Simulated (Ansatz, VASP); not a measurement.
This is a calculation of F for VASP 6.6.1.

File INCAR:

```
SYSTEM = F
  PREC = Accurate
  ENCUT = 520
  EDIFF = 1E-6
  ISMEAR = -1
  SIGMA = 0.05
  LREAL = .FALSE.
  LASPH = .TRUE.
  NELM = 100
  ALGO = Normal
  ISIF = 2
  LWAVE = .FALSE.
  LCHARG = .FALSE.
  GGA = PE
  NBANDS = 22
```

File KPOINTS:

```
Automatic mesh
0
G
  10 10 4
  0 0 0
```

POSCAR

```
F
1.0
    2.5899621037     -1.6048721028      0.0000000000
    2.5899621037      1.6048721028      0.0000000000
   -0.5695076444      0.0000000000      6.6845308146
F
4
Direct
    0.9153359700      0.5958328800      0.0979555000
    0.4041671200      0.0846640300      0.4020445000
    0.0846640300      0.4041671200      0.9020445000
    0.5958328800      0.9153359700      0.5979555000
```

Potentials or basis: VASP PAW PBE potentials, release 64 (F).

Run with:

```sh
$ cat potpaw_PBE.64/F/POTCAR > POTCAR
$ mpirun -np 1 vasp_std > vasp.out
```

Task: Set up the same calculation for Ansatz 0.2.0. Potentials there: Ansatz PAW.

Result: As run (the cutoff follows the program's own potentials):

The input input.yaml:

```yaml
crystal:
  lattice:
    - [2.5899621037, -1.6048721028, 0.0]
    - [2.5899621037, 1.6048721028, 0.0]
    - [-0.5695076444, 0.0, 6.6845308146]
  atoms:
    - { symbol: F, position: [0.91533597, 0.59583288, 0.0979555] }
    - { symbol: F, position: [0.40416712, 0.08466403, 0.4020445] }
    - { symbol: F, position: [0.08466403, 0.40416712, 0.9020445] }
    - { symbol: F, position: [0.59583288, 0.91533597, 0.5979555] }
hamiltonian:
  xc: pbe
  pseudopotentials: { kind: paw }
kpoints:
  mp_grid: { grid: [10, 10, 4] }
scf:
  occupations: { method: fermi_dirac, width: 0.05 }
output:
  forces: true
  stress: true
  eigenvalues: true
```

Potentials or basis: Ansatz PAW.

Run with:

```sh
$ ansatz run input.yaml --threads 2 --pin off --max-ram 5120MiB --backend cpu --events-out ev --progress --plain --runs-dir out
```

Both were run:

|  | VASP | Ansatz | Ansatz less VASP |
| --- | --- | --- | --- |
| gap on the k mesh at the Fermi level (eV) | 2.50 | 2.56 | +0.063 |
| least direct gap on the mesh (eV) | 2.50 | 2.56 | +0.063 |
| pressure (GPa) | 1.0 | 0.6 | -0.32 |
| largest component of the traceless stress (GPa) | 0.78 | 2.23 | +1.448 |
| rms of the force components (eV/Å) | 0.061 | 0.263 | +0.2021 |

Atom by atom the forces differ by 0.202 eV/Å (rms over components). One of these differences is far larger than is usual between the two programs; its cause wasn't traced. The functional is the same, so the differences come from potentials, cutoffs and numerics.

Caveats: the pressure holds a Pulay correction of +1.1 GPa for the finite cutoff (Ansatz). A k mesh can miss the band edges. PBE gaps usually lie below the measured ones, often by a third to a half.
